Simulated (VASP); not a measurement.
# NbP (I4_1md) in VASP: notebook

The runs below take NbP through relaxation of cell and atoms, with PBE+D3(BJ).

Program: VASP 6.6.1. These are calculated values, not measurements. Logs are shortened: lines on timing, memory, paths and dates and some standing lists are left out, and cuts for length are marked.

### 1 Starting point

Symmetry: I4_1md, No. 109, tetragonal system. The conventional cell has a = 3.350 Å, b = 3.350 Å, c = 11.480 Å, α = 90.00°, β = 90.00°, γ = 90.00°. Nb (site symmetry 2mm) has 6 P at 2.55 Å as nearest neighbours. Around P (site symmetry 2mm) lie 6 Nb at 2.55 Å.

The cell is a database's computed one.

### 2 Relaxation of cell and atoms, PBE+D3(BJ)

INCAR

```
SYSTEM = NbP
  PREC = Accurate
  ENCUT = 520
  EDIFF = 1E-7
  ISMEAR = 0
  SIGMA = 0.1
  LREAL = .FALSE.
  LASPH = .TRUE.
  NELM = 80
  ALGO = Normal
  ISIF = 3
  LWAVE = .FALSE.
  LCHARG = .FALSE.
  GGA = PE
  IVDW = 12
  IBRION = 2
  NSW = 80
  EDIFFG = -0.002
```

KPOINTS

```
Automatic mesh
0
G
  18 18 18
  0 0 0
```

POSCAR

```
NbP
1.0
   -1.6749232500      1.6749232500      5.7401081800
    1.6749232500     -1.6749232500      5.7401081800
    1.6749232500      1.6749232500     -5.7401081800
Nb P
2 2
Direct
    0.7498808000      0.7498808000      0.0000000000
    0.4998808000      0.9998808000      0.5000000000
    0.3327477700      0.3327477700      0.0000000000
    0.0827477800      0.5827477800      0.5000000000
```

Potentials or basis: VASP PAW PBE potentials, release 64 (Nb_sv, P).

On the command line:

```bash
cat potpaw_PBE.64/Nb_sv/POTCAR potpaw_PBE.64/P/POTCAR > POTCAR
mpirun -np 1 vasp_std > vasp.out
```

OUTCAR:

```text
SYSTEM = NbP
   PREC = Accurate
   ENCUT = 520
   EDIFF = 1E-7
   ISMEAR = 0
   LREAL = .FALSE.
   LASPH = .TRUE.
   NELM = 80
   ISIF = 3
   GGA = PE
   IVDW = 12
   IBRION = 2
   NSW = 80
   EDIFFG = -0.002
 IVDW          = 12

 ion  position               nearest neighbor table
   1  0.750  0.750  0.000-   4 2.55   4 2.55   3 2.55   3 2.55   3 2.55   3 2.55
   2  0.500  1.000  0.500-   3 2.55   3 2.55   4 2.55   4 2.55   4 2.55   4 2.55
   3  0.333  0.333  0.000-   2 2.55   2 2.55   1 2.55   1 2.55   1 2.55   1 2.55
   4  0.083  0.583  0.500-   1 2.55   1 2.55   2 2.55   2 2.55   2 2.55   2 2.55

  LATTYP: Found a body centered tetragonal cell.
 ALAT       =     3.3498465000
 C/A-ratio  =     3.4270872889

  Lattice vectors:

 A1 = (  -1.6749232500,   1.6749232500,   5.7401081800)
 A2 = (   1.6749232500,  -1.6749232500,   5.7401081800)
 A3 = (   1.6749232500,   1.6749232500,  -5.7401081800)

Analysis of symmetry for initial positions (statically):
=====================================================================
 Subroutine PRICEL returns:
 Original cell was already a primitive cell.

 Routine SETGRP: Setting up the symmetry group for a
 body centered tetragonal supercell.

 Subroutine GETGRP returns: Found  8 space group operations
 (whereof  4 operations were pure point group operations)
 out of a pool of 16 trial point group operations.

The static configuration has the point symmetry C_2v.
 The point group associated with its full space group is C_4v.

Analysis of symmetry for dynamics (positions and initial velocities):
=====================================================================
 Subroutine PRICEL returns:
 Original cell was already a primitive cell.

 Routine SETGRP: Setting up the symmetry group for a
 body centered tetragonal supercell.

 Subroutine GETGRP returns: Found  8 space group operations
 (whereof  4 operations were pure point group operations)
 out of a pool of 16 trial point group operations.

The dynamic configuration has the point symmetry C_2v.
 The point group associated with its full space group is C_4v.

 Subroutine INISYM returns: Found  8 space group operations
 (whereof  4 operations are pure point group operations),
 and found     1 'primitive' translations

----------------------------------------------------------------------------------------

                                     Primitive cell

  volume of cell :      64.4125

  direct lattice vectors                    reciprocal lattice vectors
    -1.674923250  1.674923250  5.740108180     0.000000000  0.298521141  0.087106372
     1.674923250 -1.674923250  5.740108180     0.298521141  0.000000000  0.087106372
     1.674923250  1.674923250 -5.740108180     0.298521141  0.298521141  0.000000000
[... 90 lines left out ...]
   EDIFFG = -.2E-02   stopping-criterion for IOM
   NSW    =     80    number of steps for IOM
   IBRION =      2    ionic relax: 0-MD 1-quasi-New 2-CG
   NFREE  =      1    steps in history (QN), initial steepest desc. (CG)
   ISIF   =      3    stress and relaxation
   ISYM   =      2    0-nonsym 1-usesym 2-fastsym
   POTIM  = 0.5000    time-step for ionic-motion
   TEBEG  =    0.0;   TEEND  =   0.0 temperature during run
   PSTRESS=    0.0 pullay stress
   NELECT =      36.0000    total number of electrons
   NUPDOWN=      -1.0000    fix difference up-down
   EMIN   =  10.00;   EMAX   =-10.00  energy-range for DOS
   EFERMI =   0.00;   METHOD = LEGACY
   ISMEAR =     0;   SIGMA  =   0.10  broadening in eV -4-tet -1-fermi 0-gaus
   EFERMI_NEDOS =   21; number of points for ismear=-14 and -15
   IALGO  =     38    algorithm
   IMIX   =      4    mixing-type and parameters
     AMIX     =   0.40;   BMIX     =  1.00
     AMIX_MAG =   1.60;   BMIX_MAG =  1.00
  volume/ion in A,a.u.               =      16.10       108.67
  Fermi-wavevector in a.u.,A,eV,Ry     =   1.348504  2.548304 24.741706  1.818464
  Thomas-Fermi vector in A             =   2.476168
   LORBIT       =      0    0 simple, 1 ext, 2 COOP (PROOUT), +10 PAW based schemes
   GGA     = PE    functional components
   LHFCALC =     F    Hartree Fock is set to
   AEXX    =    0.0000 exact exchange contribution
   IVDW    =    12    specifies the selected vdW correction
   LEPSILON=     F    determine dielectric tensor
   LRPA    =     F    only Hartree local field effects (RPA)
 conjugate gradient relaxation of ions
 non-spin polarized calculation
 Gauss-broadening in eV      SIGMA  =   0.10
  energy-cutoff  :      520.00
  volume of cell :       64.41
 maximum number of plane-waves:      1756
 NGX is ok and might be reduce to    48
   NGX = 23   NGY = 23   NGZ = 23

--------------------------------------- Ionic step        1  -------------------------------------------

 number of electron      35.9999999 magnetization

 Free energy of the ion-electron system (eV)
  ---------------------------------------------------
  ext. energy  EPLUGINS =         0.00000000
  ---------------------------------------------------
  free energy    TOTEN  =       -35.31909667 eV

  energy without entropy =      -35.31717320  energy(sigma->0) =      -35.31813494

------------------------ aborting loop because EDIFF is reached ----------------------------------------

 Edisp (eV)   -2.47295

 E8    (eV) :    -1.0901
[... 111 lines left out ...]
  FREE ENERGIE OF THE ION-ELECTRON SYSTEM (eV)
  ---------------------------------------------------
  free  energy   TOTEN  =       -37.8583689192 eV

  energy  without entropy=      -37.8564073513  energy(sigma->0) =      -37.85738814

[... ionic steps 4 to 8 ...]

--------------------------------------- Ionic step        9  -------------------------------------------

 number of electron      36.0000001 magnetization

------------------------ aborting loop because EDIFF is reached ----------------------------------------
[... 79 lines left out ...]
--------------------------------------- Ionic step       11  -------------------------------------------

 number of electron      36.0000001 magnetization

 Free energy of the ion-electron system (eV)
  ---------------------------------------------------
  ext. energy  EPLUGINS =         0.00000000
  ---------------------------------------------------
  free energy    TOTEN  =       -35.27709186 eV

  energy without entropy =      -35.27500373  energy(sigma->0) =      -35.27604779

 E-fermi :  11.1369     XC(G=0): -12.1993

 val. band max:       11.1351561807   @ k =  -0.1667   0.3333   0.1667
 cond. band min:      11.1514139396   @ k =  -0.2222   0.2778   0.2222
 fundamental gap:      0.0162577589
 Fermi energy:        11.1369362979

 k-point     1 :       0.0000    0.0000    0.0000
  band No.  band energies     occupation
      1     -43.6930      2.00000
      2     -43.6456      2.00000
      3     -20.0161      2.00000
      4     -19.7707      2.00000
      5     -19.7707      2.00000
      6     -19.6160      2.00000
[... 589 lines left out ...]
     21      13.0469      0.00000
     22      14.0258      0.00000

 [... further k-points ...]

------------------------ aborting loop because EDIFF is reached ----------------------------------------

 Edisp (eV)   -2.58341

 E8    (eV) :    -1.1388
[... 27 lines left out ...]
  FREE ENERGIE OF THE ION-ELECTRON SYSTEM (eV)
  ---------------------------------------------------
  free  energy   TOTEN  =       -37.8604970003 eV

  energy  without entropy=      -37.8584088668  energy(sigma->0) =      -37.85945293

 reached required accuracy - stopping structural energy minimisation
```

CONTCAR:

```text
NbP
   1.00000000000000
    -1.6567070187030737    1.6567070187030737    5.6222644622278528
     1.6567070187030737   -1.6567070187030737    5.6222644622278528
     1.6567070187030737    1.6567070187030737   -5.6222644622278528
  Nb              P
     2     2
Direct
     0.7502411093316477    0.7502411093316477    0.0000000000000000
     0.5002411093316476    0.0002411093316475    0.5000000000000000
     0.3323874606683497    0.3323874606683497    0.0000000000000000
     0.0823874706683505    0.5823874706683503    0.5000000000000000

  0.00000000E+00  0.00000000E+00  0.00000000E+00
  0.00000000E+00  0.00000000E+00  0.00000000E+00
  0.00000000E+00  0.00000000E+00  0.00000000E+00
  0.00000000E+00  0.00000000E+00  0.00000000E+00
```

Wall time 3.3 h (1 thread of Intel Xeon Platinum 8259CL at 2.50GHz (Skylake/Cascade Lake), shared host); peak memory 0.8 GiB.

What came out:

```yaml
Free_energy: -37.8605 eV
Relaxed_volume: 15.43 Å³/atom
Relaxed_cell: a = 6.091 Å, b = 6.091 Å, c = 6.091 Å, α = 148.43°, β = 148.43°, γ = 45.25°
Space_group_after_relaxing_to_0.05_Å: I4_1md (No. 109)
Energy_gained_by_relaxing: 17.1 meV/atom
Ionic_steps: 11
Pressure_after_relaxing: 0.0 GPa
Band_gap_on_the_k_mesh: none (metal or under the smearing width)
Dispersion_energy_per_atom: -0.646 eV
```

Step by step:
```csv
step,energy change (eV),largest force (eV/Å),pressure (GPa),volume (Å³)
1,0.0000,0.0138,-7.79,64.41
2,0.1611,0.0630,17.71,57.38
3,-0.0663,0.0283,-0.17,61.84
4,-0.0664,0.0286,0.00,61.79
5,-0.0663,0.0289,0.17,61.74
6,-0.0681,0.0457,0.17,61.70
7,-0.0682,0.0521,0.18,61.68
8,-0.0684,0.0094,-0.30,61.81
9,-0.0684,0.0122,-0.13,61.77
10,-0.0684,0.0109,0.13,61.69
11,-0.0685,0.0001,0.01,61.73
```

Final structure:
```xyz
4
Lattice="-1.6567 1.6567 5.6223 1.6567 -1.6567 5.6223 1.6567 1.6567 -5.6223" Properties=species:S:1:pos:R:3 pbc="T T T"
Nb    0.0000    0.0000    8.4361
Nb    0.0000    1.6567    0.0027
P     0.0000    0.0000    3.7375
P     1.6567    0.0000    0.9264
```

Caveat: pairwise dispersion overbinds metals, which lowers pressure and volume.

### 3 Relaxation of cell and atoms, PBE+D3(BJ)

This run uses another cell than the first one, of 15.43 Å³/atom, 0.958 times its volume.

INCAR is that of step 2.

KPOINTS is that of step 2.

POSCAR

```
NbP                                     
1.0
   -1.6567070187      1.6567070187      5.6222644622
    1.6567070187     -1.6567070187      5.6222644622
    1.6567070187      1.6567070187     -5.6222644622
  Nb              P             
     2     2
Direct
     0.7502411093316477    0.7502411093316477    0.0000000000000000
     0.5002411093316476    0.0002411093316475    0.5000000000000000
     0.3323874606683497    0.3323874606683497    0.0000000000000000
     0.0823874706683505    0.5823874706683503    0.5000000000000000
```

Potentials or basis: VASP PAW PBE potentials, release 64 (Nb_sv, P).

On the command line:

```bash
cat potpaw_PBE.64/Nb_sv/POTCAR potpaw_PBE.64/P/POTCAR > POTCAR
mpirun -np 1 vasp_std > vasp.out
```

OUTCAR:

```text
SYSTEM = NbP
   PREC = Accurate
   ENCUT = 520
   EDIFF = 1E-7
   ISMEAR = 0
   LREAL = .FALSE.
   LASPH = .TRUE.
   NELM = 80
   ISIF = 3
   GGA = PE
   IVDW = 12
   IBRION = 2
   NSW = 80
   EDIFFG = -0.002
 IVDW          = 12

 ion  position               nearest neighbor table
   1  0.750  0.750  0.000-   4 2.51   4 2.51   3 2.52   3 2.52   3 2.52   3 2.52
   2  0.500  0.000  0.500-   3 2.51   3 2.51   4 2.52   4 2.52   4 2.52   4 2.52
   3  0.332  0.332  0.000-   2 2.51   2 2.51   1 2.52   1 2.52   1 2.52   1 2.52
[... 865 lines left out ...]
  --------------------------------------------------------------------------------------
  -------------------------------------------------------------------------------------
  Total       0.00475     0.00475     0.00416     0.00000     0.00000     0.00000
  in kB       0.12326     0.12326     0.10796     0.00000     0.00000     0.00000
  external pressure =        0.12 kB  Pullay stress =        0.00 kB

 VOLUME and BASIS-vectors are now :
 -----------------------------------------------------------------------------
  energy-cutoff  :      520.00
  volume of cell :       61.72
      direct lattice vectors                 reciprocal lattice vectors
    -1.656768886  1.656768886  5.621314067     0.000000000  0.301792244  0.088947174
     1.656768886 -1.656768886  5.621314067     0.301792244  0.000000000  0.088947174
     1.656768886  1.656768886 -5.621314067     0.301792244  0.301792244  0.000000000

 POSITION                                       TOTAL-FORCE (eV/Angst)
 -----------------------------------------------------------------------------------
      1.65677      1.65677      2.81336         0.000000     -0.000000      0.001604
     -0.00000      1.65677      0.00270        -0.000000      0.000000      0.001604
      0.00000      0.00000      3.73691         0.000000     -0.000000     -0.001604
      1.65677      0.00000      0.92626        -0.000000      0.000000     -0.001604
 -----------------------------------------------------------------------------------
    total drift:                                0.000000      0.000000     -0.000077

  FREE ENERGIE OF THE ION-ELECTRON SYSTEM (eV)
  ---------------------------------------------------
  free  energy   TOTEN  =       -37.8591433452 eV

  energy  without entropy=      -37.8570528191  energy(sigma->0) =      -37.85809808

 reached required accuracy - stopping structural energy minimisation
```

CONTCAR:

```text
NbP
   1.00000000000000
    -1.6567688856912162    1.6567688856912162    5.6213140669754633
     1.6567688856912162   -1.6567688856912162    5.6213140669754633
     1.6567688856912162    1.6567688856912162   -5.6213140669754633
  Nb              P
     2     2
Direct
     0.7502405750734882    0.7502405750734882    1.0000000000000000
     0.5002405750734882    0.0002405750734881    0.5000000000000000
     0.3323879949265090    0.3323879949265090    0.0000000000000000
     0.0823880049265098    0.5823880049265098    0.5000000000000000

  0.00000000E+00  0.00000000E+00  0.00000000E+00
  0.00000000E+00  0.00000000E+00  0.00000000E+00
  0.00000000E+00  0.00000000E+00  0.00000000E+00
  0.00000000E+00  0.00000000E+00  0.00000000E+00
```

Wall time 37 min (1 thread of Intel Xeon Platinum 8259CL at 2.50GHz (Skylake/Cascade Lake), shared host); peak memory 0.77 GiB.

Results:

```
Free energy                : -37.8591 eV
Energy gained by relaxing  : 0.0 meV/atom
Ionic steps                : 2
Pressure after relaxing    : 0.0 GPa
Band gap on the k mesh     : none (metal or under the smearing width)
Dispersion energy per atom : -0.646 eV
```

Final structure:
```
Nb P
1.0
    -1.65677    1.65677    5.62131
     1.65677   -1.65677    5.62131
     1.65677    1.65677   -5.62131
Nb P
2 2
Cartesian
  1.6568 1.6568 2.8134
  0.0000 1.6568 0.0027
  0.0000 0.0000 3.7369
  1.6568 0.0000 0.9263
```

Caveat: pairwise dispersion overbinds metals, which lowers pressure and volume.
